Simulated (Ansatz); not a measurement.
input.yaml (Ansatz)

```yaml
crystal:
  lattice:
    - [3.5613456454, 0.0, 0.0]
    - [-1.7806728227, 3.0842158006, 0.0]
    - [0.0, 0.0, 3.698477975]
  atoms:
    - { symbol: Se, position: [0.3333333333, 0.6666666667, 0.25] }
    - { symbol: Se, position: [0.6666666667, 0.3333333333, 0.75] }
hamiltonian:
  xc: rpbe
  pseudopotentials:
    kind: paw
    azcp:
      Se: "pseudopotentials/Se.paw.azcp"
basis:
  ecutwfc: 420
  fft_grid_basis: typed
kpoints:
  mp_grid: { grid: [11, 11, 9], shift: [0, 0, 0] }
magnetization:
  spin_polarized: false
scf:
  occupations: { method: fermi_dirac, width: 0.1 }
  lower_state_search: "off"
output:
  stress: true
  write_density: true
  write_potential: true
  elf: true
  volumetric_format: npy
```

Terminal output

```
Engine: ansatz 0.2.0, aarch64-unknown-linux-gnu
Pseudopotentials: kind: paw
Pseudopotential: Se, paw, valence charge 16, recommended cutoff 420 eV (normal) 
Functional definition: RPBE
  parameter kappa = 0.804
  parameter beta = 0.06672455060314922
  exchange = rpbe_x(kappa = kappa, mu = beta*pi^2/3)
  correlation = pbe_c(beta = beta)
Crystal: 2 atoms, lattice volume = 40.624 Å³
Basis set: ecut = 420 eV, 787 PW (Γ)
Bands: 20, of which v1, the nominal top of the filled ones, is band 16 counted from 1 (15 counted from 0)
Symmetry: 24 space group operations
Space group: P63/mmc (ITA 194), of the structure as read, at distance tolerance 3.4e-5 Å
k-points: 80 of 1089
Non-local potential: Se, projectors of the file, l = 0: 2, l = 1: 2, l = 2: 3, l = 3: 1
PAW form: soft (Blöchl's): semilocal exchange-correlation on the pseudo side does not see the compensation charge
PAW frozen core: Se, regenerated for the run's functional, and the local potential with it (the file was generated under x = pbe(κ = 0.804, μ = 0.2195149727645171), c = pbe(β = 0.06672455060314922))
PAW one-centre angular grid: Se, 590 points (default); XC on 64 Gauss nodes
Initial density: superposition of atomic densities (neutral atoms: chi_scale 0, normalization atom), corrected by the library's trained network
Initial wavefunctions: pseudopotential atomic-orbital guess
Functional: x = rpbe, c = pbe(β = 0.06672455060314922)
SCF iter   1: F=—  HF=-10949.221931 eV  |F-HF|=—  |Δ(HF+E_count)|=         —  Δρ=3.16e-3  dr2=1.77e-3  ethr=1.77e-3  ⟨swp⟩=5.2  Hψ=7234  notcnv=0
SCF iter   2: F=—  HF=-10949.222969 eV  |F-HF|=—  |Δ(HF+E_count)|=   1.04e-3  Δρ=2.04e-3  dr2=9.14e-4  ethr=5.52e-6  ⟨swp⟩=2.6  Hψ=3438  notcnv=0
SCF iter   3: F=—  HF=-10949.223982 eV  |F-HF|=—  |Δ(HF+E_count)|=   1.01e-3  Δρ=3.27e-4  dr2=3.51e-5  ethr=2.86e-6  ⟨swp⟩=3.0  Hψ=3123  notcnv=0
SCF iter   4: F=—  HF=-10949.223949 eV  |F-HF|=—  |Δ(HF+E_count)|=   3.37e-5  Δρ=1.08e-4  dr2=3.07e-6  ethr=1.10e-7  ⟨swp⟩=2.0  Hψ=2893  notcnv=0
SCF iter   5: F=—  HF=-10949.223951 eV  |F-HF|=—  |Δ(HF+E_count)|=   2.64e-6  Δρ=3.23e-5  dr2=3.97e-7  ethr=9.60e-9  ⟨swp⟩=2.0  Hψ=2910  notcnv=0
SCF iter   6: F=-10949.223951 eV  HF=-10949.223951 eV  |F-HF|=5.72e-8  |Δ(HF+E_count)|=   5.75e-8  Δρ=1.13e-5  dr2=5.34e-8  ethr=3.13e-10  ⟨swp⟩=8.8  Hψ=12369  notcnv=0
SCF 1 converged in 6 iterations: F = -10949.223951 eV  dr2 = 5.34e-8
  Residual-converged pass: ⟨swp⟩=1.0  Hψ=1920  notcnv=0  max |occ|·‖R‖ = 7.1e-9 eV (tolerance 1.0e-8 eV)  dr2=5.34e-8  dr2_onsite=3.58e-8  max |Δocc| = 2.2e-11
SCF converged after 6 iterations
Free energy (F): -10949.223951 eV
Harris-Foulkes:  -10949.223951 eV  (|F-HF|=5.72e-8)
Internal energy: -10949.187040 eV  (E = F + TS)
E sigma→0 (E₀):  -10949.205495 eV
Entropy (-TS):   -0.036911 eV (-18.456 meV/atom)
Fermi energy:    11.587622 eV
--- Per-component energies (eV) ---
  E_band       = -683.562035
  E_kinetic    = 235.701569
  E_local      = -4249.104415  (includes V_loc(G=0)·N_el)
  E_nonlocal   = -1191.442315
  E_hartree    = 2139.459891
  E_xc         = -208.453516
  E_vxc        = -196.011732  (∫ρ·V_xc dr)
  E_paw        = -3835.157087  (= ΣΔE_a)
  E_vpaw       = 438.361374  (= ΣTr[D̂ρ^β])
  E_aug_tail   = -0.001147  (compensation charges beyond the density's cutoff)
  E_ewald      = -3839.640822
  E_core_change = -0.549198  (= ΣΔE_core)
  E_smearing   = -0.036911  (= −TS)
  E_closure    = -0.000000  (closes the sum)
  Σ components = -10949.223951   (vs F -10949.223951, Δ=0.00e0)
--- Stress (GPa, compression-positive) ---
        8.360697       0.000000       0.000000
        0.000000       8.360697       0.000000
        0.000000       0.000000      13.017892
  P = ⅓ Tr σ = 9.9131 GPa (99.131 kbar)
--- Band table (eV; the first three rows and the last of 80) ---
  k-point 0: bands = ["-37.0697", "-37.0559", "-37.0559", "-37.0541", "-37.0260", "-37.0260", "-36.9910", "-36.9910", "-36.9893", "-36.9893", "-5.2072", "1.6787", "6.3325", "8.9766", "8.9766", "12.4318", "12.4318", "15.4066", "15.4615", "19.0569"]
  k-point 1: bands = ["-37.0691", "-37.0553", "-37.0553", "-37.0545", "-37.0275", "-37.0275", "-36.9904", "-36.9904", "-36.9890", "-36.9890", "-5.0877", "1.1715", "6.7889", "9.0821", "9.0821", "12.3793", "12.3793", "14.9997", "15.8174", "19.2410"]
  k-point 2: bands = ["-37.0675", "-37.0556", "-37.0536", "-37.0536", "-37.0314", "-37.0314", "-36.9890", "-36.9890", "-36.9884", "-36.9884", "-4.7312", "0.0653", "7.7700", "9.3918", "9.3918", "12.1837", "12.1837", "13.9159", "17.0057", "19.6604"]
  k-point 79: bands = ["-37.0612", "-37.0609", "-37.0457", "-37.0412", "-37.0405", "-37.0389", "-36.9899", "-36.9892", "-36.9892", "-36.9872", "-1.4388", "-1.2842", "4.8139", "4.9866", "7.1650", "8.2828", "14.9312", "15.2132", "21.0909", "21.8705"]
```
